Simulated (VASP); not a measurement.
# SnS2 (Berndtite-2T) (P-3m1) in VASP: further runs

Aim: see how the results for SnS2 (Berndtite-2T) move with the level of theory and the settings. Levels: PBE, HSE06, PBE0, PBE-EpsX. Tasks: band structure.

All numbers are computed with VASP 6.6.1; they aren't measurements. Logs are shortened: lines on timing, memory, paths and dates and some standing lists are left out, and cuts for length are marked.

## (1) Starting point

The structure is trigonal, space group P-3m1 (No. 164). The conventional cell has a = 3.667 Å, b = 3.667 Å, c = 5.811 Å, α = 90.00°, β = 90.00°, γ = 120.00°. Around Sn (site symmetry -3m) lie 6 S at 2.58 Å. Around S (site symmetry 3m) lie 3 Sn at 2.58 Å.

## (2) Band structure, PBE

File INCAR:

```
SYSTEM = SnS2
ALGO = Normal
EDIFF = 1E-6
ENCUT = 520
GGA = PE
ISIF = 2
ISMEAR = 0
KPAR = 4
LASPH = .True.
LCHARG = .False.
LREAL = .False.
LWAVE = .False.
NBANDS = 20
NELM = 80
PREC = Accurate
SIGMA = 0.03
```

File KPOINTS:

```
k-points
0
Gamma
  6 6 3
  0 0 0
```

File POSCAR:

```
SnS2                                    
1.0
    3.6670894067     -0.0000000000      0.0000000000
   -1.8335447033      3.1757925842      0.0000000000
   -0.0000000000     -0.0000000000      5.8110412395
  Sn              S             
     1     2
Direct
     1.0000000000000000    0.0000000000000000    0.0000000000000000
     0.3333333332999970    0.6666666667000030    0.2543524669089092
     0.6666666667000030    0.3333333332999970    0.7456475330910908
```

File KPOINTS_OPT:

```
explicit points
6
Reciprocal
 0.0000000000  0.0000000000  0.0000000000 1
 0.0000000000  0.0000000000  0.5000000000 1
 0.3333333333  0.3333333333  0.5000000000 1
 0.3333333333  0.3333333333  0.0000000000 1
 0.5000000000  0.0000000000  0.5000000000 1
 0.5000000000  0.0000000000  0.0000000000 1
```

Potentials or basis: VASP PAW PBE potentials, release 64 (Sn_d, S).

Started as:

```console
cat potpaw_PBE.64/Sn_d/POTCAR potpaw_PBE.64/S/POTCAR > POTCAR
mpirun -np 4 vasp_std > vasp.out
```

OUTCAR:

```text
SYSTEM = SnS2
   EDIFF = 1E-6
   ENCUT = 520
   GGA = PE
   ISIF = 2
   ISMEAR = 0
   LASPH = .True.
   LREAL = .False.
   NELM = 80
   PREC = Accurate

 ion  position               nearest neighbor table
   1  0.000  0.000  0.000-   2 2.58   3 2.58   3 2.58   2 2.58   3 2.58   2 2.58
   2  0.333  0.667  0.254-   1 2.58   1 2.58   1 2.58
   3  0.667  0.333  0.746-   1 2.58   1 2.58   1 2.58

  LATTYP: Found a hexagonal cell.
 ALAT       =     3.6670894067
 C/A-ratio  =     1.5846467307

  Lattice vectors:

 A1 = (   3.6670894067,   0.0000000000,   0.0000000000)
 A2 = (  -1.8335447033,   3.1757925842,   0.0000000000)
 A3 = (   0.0000000000,   0.0000000000,   5.8110412395)

Analysis of symmetry for initial positions (statically):
=====================================================================
 Subroutine PRICEL returns:
 Original cell was already a primitive cell.

 Routine SETGRP: Setting up the symmetry group for a
 hexagonal supercell.

 Subroutine GETGRP returns: Found 12 space group operations
 (whereof 12 operations were pure point group operations)
 out of a pool of 24 trial point group operations.

The static configuration has the point symmetry D_3d.

Analysis of symmetry for dynamics (positions and initial velocities):
=====================================================================
 Subroutine PRICEL returns:
 Original cell was already a primitive cell.

 Routine SETGRP: Setting up the symmetry group for a
 hexagonal supercell.

 Subroutine GETGRP returns: Found 12 space group operations
 (whereof 12 operations were pure point group operations)
 out of a pool of 24 trial point group operations.

The dynamic configuration has the point symmetry D_3d.

 Subroutine INISYM returns: Found 12 space group operations
 (whereof 12 operations are pure point group operations),
 and found     1 'primitive' translations

----------------------------------------------------------------------------------------

                                     Primitive cell

  volume of cell :      67.6749

  direct lattice vectors                    reciprocal lattice vectors
     3.667089407  0.000000000  0.000000000     0.272695833  0.157441013  0.000000000
    -1.833544703  3.175792584  0.000000000     0.000000000  0.314882025  0.000000000
     0.000000000  0.000000000  5.811041239     0.000000000  0.000000000  0.172086199

  length of vectors
     3.667089407  3.667089407  5.811041239     0.314882025  0.314882025  0.172086199

  position of ions in fractional coordinates (direct lattice)
     0.000000000  0.000000000  0.000000000
     0.333333333  0.666666667  0.254352467
     0.666666667  0.333333333  0.745647533

  ion indices of the primitive-cell ions
   primitive index   ion index
                 1           1
                 2           2
                 3           3

----------------------------------------------------------------------------------------

 KPOINTS: k-points

Automatic generation of k-mesh.
 Grid dimensions read from file:
 generate k-points for:    6    6    3

 Generating k-lattice:

  Cartesian coordinates                     Fractional coordinates (reciprocal lattice)
     0.045449305  0.026240169  0.000000000     0.166666667  0.000000000  0.000000000
     0.000000000  0.052480338  0.000000000     0.000000000  0.166666667  0.000000000
     0.000000000  0.000000000  0.057362066     0.000000000  0.000000000  0.333333333

  Length of vectors
     0.052480338  0.052480338  0.057362066

  Shift w.r.t. Gamma in fractional coordinates (k-lattice)
     0.000000000  0.000000000  0.000000000

 Subroutine IBZKPT returns following result:
 ===========================================

 Found     17 irreducible k-points:

 Following reciprocal coordinates:
            Coordinates               Weight
  0.000000  0.000000  0.000000      1.000000
  0.166667  0.000000  0.000000      6.000000
  0.333333  0.000000  0.000000      6.000000
  0.500000  0.000000  0.000000      3.000000
  0.166667  0.166667  0.000000      6.000000
  0.333333  0.166667  0.000000     12.000000
[... 9 lines left out ...]
 -0.166667  0.500000  0.333333     12.000000
  0.333333  0.333333  0.333333      4.000000
   k-points           NKPTS =     17   k-points in BZ     NKDIM =     17   number of bands    NBANDS=     20
   number of dos      NEDOS =    301   number of ions     NIONS =      3
   total plane-waves  NPLWV =  37632
   dimension x,y,z NGX =    28 NGY =   28 NGZ =   48
   dimension x,y,z NGXF=    56 NGYF=   56 NGZF=   96
   ions per type =               1   2
   NGX,Y,Z   is equivalent  to a cutoff of  12.69, 12.69, 13.73 a.u.
   NGXF,Y,Z  is equivalent  to a cutoff of  25.39, 25.39, 27.46 a.u.
 SYSTEM =  SnS2
   PREC   = accura    normal or accurate (medium, high low for compatibility)
   ISTART =      0    job   : 0-new  1-cont  2-samecut
   ICHARG =      2    charge: 1-file 2-atom 10-const
   ISPIN  =      1    spin polarized calculation?
   LNONCOLLINEAR =      F non collinear calculations
   LSORBIT =      F    spin-orbit coupling
   LASPH  =      T    aspherical Exc in radial PAW
   ENCUT  =  520.0 eV  38.22 Ry    6.18 a.u.   6.82  6.82 10.80*2*pi/ulx,y,z
   NELM   =     80;   NELMIN=  2; NELMDL= -5     # of ELM steps
   EDIFF  = 0.1E-05   stopping-criterion for ELM
   LREAL  =      F    real-space projection
   EDIFFG = 0.1E-04   stopping-criterion for IOM
   NSW    =      0    number of steps for IOM
   IBRION =     -1    ionic relax: 0-MD 1-quasi-New 2-CG
   NFREE  =      0    steps in history (QN), initial steepest desc. (CG)
   ISIF   =      2    stress and relaxation
   ISYM   =      2    0-nonsym 1-usesym 2-fastsym
   POTIM  = 0.5000    time-step for ionic-motion
   TEBEG  =    0.0;   TEEND  =   0.0 temperature during run
   PSTRESS=    0.0 pullay stress
   NELECT =      26.0000    total number of electrons
   NUPDOWN=      -1.0000    fix difference up-down
   EMIN   =  10.00;   EMAX   =-10.00  energy-range for DOS
   EFERMI =   0.00;   METHOD = LEGACY
   ISMEAR =     0;   SIGMA  =   0.03  broadening in eV -4-tet -1-fermi 0-gaus
   EFERMI_NEDOS =   21; number of points for ismear=-14 and -15
   IALGO  =     38    algorithm
   IMIX   =      4    mixing-type and parameters
     AMIX     =   0.40;   BMIX     =  1.00
     AMIX_MAG =   1.60;   BMIX_MAG =  1.00
  volume/ion in A,a.u.               =      22.56       152.23
  Fermi-wavevector in a.u.,A,eV,Ry     =   1.190118  2.248997 19.271037  1.416381
  Thomas-Fermi vector in A             =   2.326210
   LORBIT       =      0    0 simple, 1 ext, 2 COOP (PROOUT), +10 PAW based schemes
   GGA     = PE    functional components
   LHFCALC =     F    Hartree Fock is set to
   AEXX    =    0.0000 exact exchange contribution
   IVDW    =     0    specifies the selected vdW correction
   LEPSILON=     F    determine dielectric tensor
   LRPA    =     F    only Hartree local field effects (RPA)
 non-spin polarized calculation
 Gauss-broadening in eV      SIGMA  =   0.03
  energy-cutoff  :      520.00
  volume of cell :       67.67
 maximum number of plane-waves:      1836
 NGX is ok and might be reduce to    28
   NGX = 13   NGY = 13   NGZ = 21

 number of electron      26.0000010 magnetization

 Free energy of the ion-electron system (eV)
  ---------------------------------------------------
  ext. energy  EPLUGINS =         0.00000000
  ---------------------------------------------------
  free energy    TOTEN  =       -13.14369698 eV

  energy without entropy =      -13.14369698  energy(sigma->0) =      -13.14369698

 E-fermi :   4.9597     XC(G=0):  -9.6604

 val. band max:        4.8320574699   @ k =   0.0000   0.0000   0.0000
 cond. band min:       6.1384038548   @ k =   0.5000   0.0000   0.3333
 fundamental gap:      1.3063463849
 Fermi energy:         4.9596843701

 k-point     1 :       0.0000    0.0000    0.0000
  band No.  band energies     occupation
      1     -16.1920      2.00000
      2     -16.1920      2.00000
      3     -16.1533      2.00000
      4     -16.1268      2.00000
      5     -16.1268      2.00000
      6      -8.9755      2.00000
[... 12 lines left out ...]
     19      14.3093      0.00000
     20      14.3093      0.00000

 k-point     2 :       0.1667    0.0000    0.0000
  band No.  band energies     occupation
      1     -16.2083      2.00000
      2     -16.1780      2.00000
      3     -16.1434      2.00000
      4     -16.1344      2.00000
      5     -16.1249      2.00000
      6      -8.6732      2.00000
[... 12 lines left out ...]
     19      13.6683      0.00000
     20      14.5359      0.00000

 k-point     3 :       0.3333    0.0000    0.0000
  band No.  band energies     occupation
      1     -16.2464      2.00000
      2     -16.1628      2.00000
      3     -16.1557      2.00000
      4     -16.1118      2.00000
      5     -16.1079      2.00000
      6      -7.8510      2.00000
[... 12 lines left out ...]
     19      14.0943      0.00000
     20      15.3856      0.00000

 k-point     4 :       0.5000    0.0000    0.0000
  band No.  band energies     occupation
      1     -16.2664      2.00000
      2     -16.1631      2.00000
      3     -16.1613      2.00000
      4     -16.0983      2.00000
      5     -16.0930      2.00000
      6      -7.1051      2.00000
[... 12 lines left out ...]
     19      15.2260      0.00000
     20      15.9758      0.00000

 k-point     5 :       0.1667    0.1667    0.0000
  band No.  band energies     occupation
      1     -16.2267      2.00000
      2     -16.1745      2.00000
      3     -16.1441      2.00000
      4     -16.1323      2.00000
      5     -16.1085      2.00000
      6      -8.1041      2.00000
[... 12 lines left out ...]
     19      12.3404      0.00000
     20      15.5942      0.00000
[... 192 lines left out ...]
      6      -7.9690      2.00000
[... 12 lines left out ...]
     19      13.3972      0.00000
     20      14.1242      0.00000

 k-point    15 :       0.3333    0.1667    0.3333
  band No.  band energies     occupation
      1     -16.2458      2.00000
      2     -16.1774      2.00000
      3     -16.1505      2.00000
      4     -16.1132      2.00000
      5     -16.0964      2.00000
      6      -7.1020      2.00000
[... 12 lines left out ...]
     19      14.3631      0.00000
     20      15.2907      0.00000

 k-point    16 :      -0.1667    0.5000    0.3333
  band No.  band energies     occupation
      1     -16.2458      2.00000
      2     -16.1774      2.00000
      3     -16.1505      2.00000
      4     -16.1132      2.00000
      5     -16.0964      2.00000
      6      -7.1025      2.00000
[... 12 lines left out ...]
     19      13.8388      0.00000
     20      15.1686      0.00000

 k-point    17 :       0.3333    0.3333    0.3333
  band No.  band energies     occupation
      1     -16.2138      2.00000
      2     -16.2138      2.00000
      3     -16.1257      2.00000
      4     -16.1257      2.00000
      5     -16.1043      2.00000
      6      -6.5401      2.00000
[... 12 lines left out ...]
     19      14.2651      0.00000
     20      14.2651      0.00000

------------------------ aborting loop because EDIFF is reached ----------------------------------------

  FORCE on cell =-STRESS in cart. coord.  units (eV):
  Direction    XX          YY          ZZ          XY          YZ          ZX
  --------------------------------------------------------------------------------------
  -------------------------------------------------------------------------------------
  Total        1.0499155      1.0499155      1.0601095      0.0000000      0.0000000     -0.0000000
  in kB       24.8563492     24.8563492     25.0976889      0.0000000      0.0000000     -0.0000000
  external PRESSURE =      24.9367958 kB  Pullay stress =       0.0000000 kB

 VOLUME and BASIS-vectors are now :
 -----------------------------------------------------------------------------
  energy-cutoff  :      520.00
  volume of cell :       67.67
      direct lattice vectors                 reciprocal lattice vectors
     3.667089407  0.000000000  0.000000000     0.272695833  0.157441013  0.000000000
    -1.833544703  3.175792584  0.000000000     0.000000000  0.314882025  0.000000000
     0.000000000  0.000000000  5.811041239     0.000000000  0.000000000  0.172086199

 POSITION                                       TOTAL-FORCE (eV/Angst)
 -----------------------------------------------------------------------------------
      0.00000      0.00000      0.00000         0.000000      0.000000      0.000000
     -0.00000      2.11720      1.47805         0.000000      0.000000     -0.030371
      1.83354      1.05860      4.33299        -0.000000     -0.000000      0.030371
 -----------------------------------------------------------------------------------
    total drift:                                0.000000     -0.000000      0.000000

  FREE ENERGIE OF THE ION-ELECTRON SYSTEM (eV)
  ---------------------------------------------------
  free  energy   TOTEN  =       -13.1436969843 eV

  energy  without entropy=      -13.1436969843  energy(sigma->0) =      -13.14369698
```

Wall time 6.4 s (4 MPI ranks of Intel Xeon Platinum 8488C (Sapphire Rapids), shared host); peak memory 0.2 GiB.

What came out:

```yaml
Free_energy: -13.1437 eV
Pressure: 2.5 GPa
Largest_force: 0.030 eV/Å
Band_gap_on_the_k_mesh: 1.31 eV, indirect (least direct gap 1.75 eV)
Band_gap_along_the_path: 1.39 eV, indirect (least direct gap 1.75 eV)
```

Forces in eV/Å, atoms in the order of the input:
```
Sn   0.000  0.000  0.000
S    0.000  0.000 -0.030
S    0.000  0.000  0.030
```

Caveat: spin-orbit coupling is left out, which moves the levels of the heavy elements; this functional lacks dispersion, which binds the layers, so the pressure and a relaxed spacing across them are unreliable.

## (3) Band structure, HSE06

POSCAR is that of step 2.

File INCAR.step1:

```
SYSTEM = SnS2
ALGO = Normal
EDIFF = 1E-5
ENCUT = 520
GGA = PE
ISIF = 2
ISMEAR = 0
KPAR = 4
LASPH = .True.
LCHARG = .False.
LREAL = .False.
LWAVE = .True.
NBANDS = 20
NELM = 80
PREC = Accurate
SIGMA = 0.03
```

File INCAR.step2:

```
SYSTEM = SnS2
ALGO = Normal
EDIFF = 1E-6
ENCUT = 520
GGA = PE
HFSCREEN = 0.2
ISIF = 2
ISMEAR = 0
ISTART = 1
KPAR = 4
LASPH = .True.
LCHARG = .False.
LHFCALC = .True.
LREAL = .False.
LWAVE = .False.
NBANDS = 20
NELM = 80
PREC = Accurate
PRECFOCK = Fast
SIGMA = 0.03
```

KPOINTS is that of step 2.

KPOINTS_OPT is that of step 2.

Potentials or basis: VASP PAW PBE potentials, release 64 (Sn_d, S).

Started as:

```console
cat potpaw_PBE.64/Sn_d/POTCAR potpaw_PBE.64/S/POTCAR > POTCAR
cp INCAR.step1 INCAR
mpirun -np 4 vasp_std > vasp.out
cp INCAR.step2 INCAR
mpirun -np 4 vasp_std > vasp.out
```

OUTCAR:

```text
SYSTEM = SnS2
   EDIFF = 1E-6
   ENCUT = 520
   GGA = PE
   HFSCREEN = 0.2
   ISIF = 2
   ISMEAR = 0
   ISTART = 1
   LASPH = .True.
   LHFCALC = .True.
   LREAL = .False.
   NELM = 80
   PREC = Accurate
   PRECFOCK = Fast

 ion  position               nearest neighbor table
   1  0.000  0.000  0.000-   2 2.58   3 2.58   3 2.58   2 2.58   3 2.58   2 2.58
   2  0.333  0.667  0.254-   1 2.58   1 2.58   1 2.58
[... 588 lines left out ...]
------------------------ aborting loop because EDIFF is reached ----------------------------------------

  FORCE on cell =-STRESS in cart. coord.  units (eV):
  Direction    XX          YY          ZZ          XY          YZ          ZX
  --------------------------------------------------------------------------------------
  -------------------------------------------------------------------------------------
  Total       -0.3873075     -0.3873075     -0.3901566     -0.0000000      0.0000000      0.0000000
  in kB       -9.1693570     -9.1693570     -9.2368087     -0.0000000      0.0000000      0.0000000
  external PRESSURE =      -9.1918409 kB  Pullay stress =       0.0000000 kB

 VOLUME and BASIS-vectors are now :
 -----------------------------------------------------------------------------
  energy-cutoff  :      520.00
  volume of cell :       67.67
      direct lattice vectors                 reciprocal lattice vectors
     3.667089407  0.000000000  0.000000000     0.272695833  0.157441013  0.000000000
    -1.833544703  3.175792584  0.000000000     0.000000000  0.314882025  0.000000000
     0.000000000  0.000000000  5.811041239     0.000000000  0.000000000  0.172086199

 POSITION                                       TOTAL-FORCE (eV/Angst)
 -----------------------------------------------------------------------------------
      0.00000      0.00000      0.00000         0.000000      0.000000      0.000000
     -0.00000      2.11720      1.47805        -0.000000      0.000000     -0.527160
      1.83354      1.05860      4.33299        -0.000000     -0.000000      0.527160
 -----------------------------------------------------------------------------------
    total drift:                                0.000001      0.000000      0.000000

  FREE ENERGIE OF THE ION-ELECTRON SYSTEM (eV)
  ---------------------------------------------------
  free  energy   TOTEN  =       -16.2042093618 eV

  energy  without entropy=      -16.2042093618  energy(sigma->0) =      -16.20420936
```

OUTCAR.step1:

```text
SYSTEM = SnS2
   EDIFF = 1E-5
   ENCUT = 520
   GGA = PE
   ISIF = 2
   ISMEAR = 0
[... 609 lines left out ...]
      0.00000      0.00000      0.00000        -0.000000      0.000000      0.000000
     -0.00000      2.11720      1.47805        -0.000000     -0.000000     -0.030742
      1.83354      1.05860      4.33299         0.000000      0.000000      0.030742
 -----------------------------------------------------------------------------------
    total drift:                                0.000000     -0.000000      0.000000

  FREE ENERGIE OF THE ION-ELECTRON SYSTEM (eV)
  ---------------------------------------------------
  free  energy   TOTEN  =       -13.1436969563 eV

  energy  without entropy=      -13.1436969563  energy(sigma->0) =      -13.14369696
```

OSZICAR.step1:

```text
N       E                     dE             d eps       ncg     rms          rms(c)
DAV:   1     0.210663694644E+03    0.21066E+03   -0.12237E+04   708   0.154E+03
DAV:   2     0.102576874771E+02   -0.20041E+03   -0.19225E+03   716   0.411E+02
DAV:   3    -0.128843117779E+02   -0.23142E+02   -0.22848E+02   868   0.116E+02
DAV:   4    -0.136259635290E+02   -0.74165E+00   -0.74073E+00   848   0.219E+01
DAV:   5    -0.136477015617E+02   -0.21738E-01   -0.21737E-01   992   0.381E+00    0.863E+00
DAV:   6    -0.131668351516E+02    0.48087E+00   -0.98683E-01  1028   0.106E+01    0.622E+00
DAV:   7    -0.131435804672E+02    0.23255E-01   -0.28197E-01   840   0.326E+00    0.212E+00
DAV:   8    -0.131432324773E+02    0.34799E-03   -0.26272E-02   912   0.156E+00    0.629E-01
DAV:   9    -0.131436483799E+02   -0.41590E-03   -0.28213E-03   816   0.402E-01    0.161E-01
DAV:  10    -0.131436441160E+02    0.42640E-05   -0.35343E-04   896   0.127E-01    0.716E-02
DAV:  11    -0.131436975286E+02   -0.53413E-04   -0.78938E-05   768   0.541E-02    0.242E-02
DAV:  12    -0.131436969563E+02    0.57224E-06   -0.31516E-06   500   0.124E-02
   1 F= -.13143697E+02 E0= -.13143697E+02  d E =-.216300E-11
```

Run time: 6.7 min. Hardware: 4 MPI ranks of Intel Xeon Platinum 8488C (Sapphire Rapids), shared host; peak memory 0.33 GiB.

Results:

```
Free energy             : -16.2042 eV
Pressure                : -0.9 GPa
Largest force           : 0.527 eV/Å
Band gap on the k mesh  : 2.19 eV, indirect (least direct gap 2.73 eV)
Band gap along the path : 2.27 eV, indirect (least direct gap 2.72 eV)
```

Forces on the atoms (eV/Å):
```
Sn   0.000  0.000  0.000
S    0.000  0.000 -0.527
S    0.000  0.000  0.527
```

Levels at points of the mesh, in eV from the valence-band top:
```tsv
k point	band 9	band 10	band 11	band 12	band 13	band 14	band 15	band 16	band 17	band 18
(0.00, 0.00, 0.00)	-0.73	-0.73	-0.44	-0.44	0.00	2.73	4.52	6.47	6.47	10.15
(0.50, 0.00, 0.00)	-4.70	-3.10	-2.80	-1.20	-0.32	2.50	5.41	6.82	7.12	8.87
```

Caveat: the PAW data sets were made with another functional, which shifts forces and pressure a little; spin-orbit coupling is left out, which moves the levels of the heavy elements; this functional lacks dispersion, which binds the layers, so the pressure and a relaxed spacing across them are unreliable.

[end of part 1 of 2]
